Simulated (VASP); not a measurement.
Here is a VASP 6.6.1 calculation.

INCAR

```
SYSTEM = Bi
  ALGO = Normal
  EDIFF = 1E-6
  ENCUT = 520
  GGA = PS
  ISIF = 2
  ISMEAR = 0
  LASPH = .True.
  LCHARG = .True.
  LELF = .True.
  LREAL = .False.
  LVHAR = .True.
  LWAVE = .False.
  NBANDS = 70
  NELM = 60
  PREC = Accurate
  SIGMA = 0.1
```

The input KPOINTS:

```
k-points
0
Gamma
  8 8 6
  0 0 0
```

Contents of POSCAR:

```
Bi
1.0
    5.6341645660     -3.3292779815      0.0000000000
    5.6341645660      3.3292779815      0.0000000000
    0.0000000000      0.0000000000      6.5720683860
Bi
8
Direct
    0.7063614560      0.7063614560      0.5000000000
    0.2063614560      0.2063614560      0.0000000000
    0.2936385440      0.2936385440      0.5000000000
    0.7936385440      0.7936385440      0.0000000000
    0.6765804829      0.3234195171      0.8305206587
    0.3234195171      0.6765804829      0.1694793413
    0.8234195171      0.1765804829      0.3305206587
    0.1765804829      0.8234195171      0.6694793413
```

Potentials or basis: VASP PAW PBE potentials, release 64 (Bi_d).

The run is started by

```console
$ cat potpaw_PBE.64/Bi_d/POTCAR > POTCAR
$ mpirun -np 1 vasp_std > vasp.out
```

Question: Predict the largest force.

Answer: 0.004 eV/Å.

Question: Predict the pressure.

Answer: -0.1 GPa.

Forces on the atoms (eV/Å):
```
Bi  -0.001  0.000  0.000
Bi  -0.001  0.000  0.000
Bi   0.001  0.000  0.000
Bi   0.001  0.000  0.000
Bi   0.000 -0.003  0.002
Bi   0.000  0.003 -0.002
Bi   0.000  0.003  0.002
Bi   0.000 -0.003 -0.002
```

Caveat: the PAW data sets were made with another functional, which shifts forces and pressure a little.
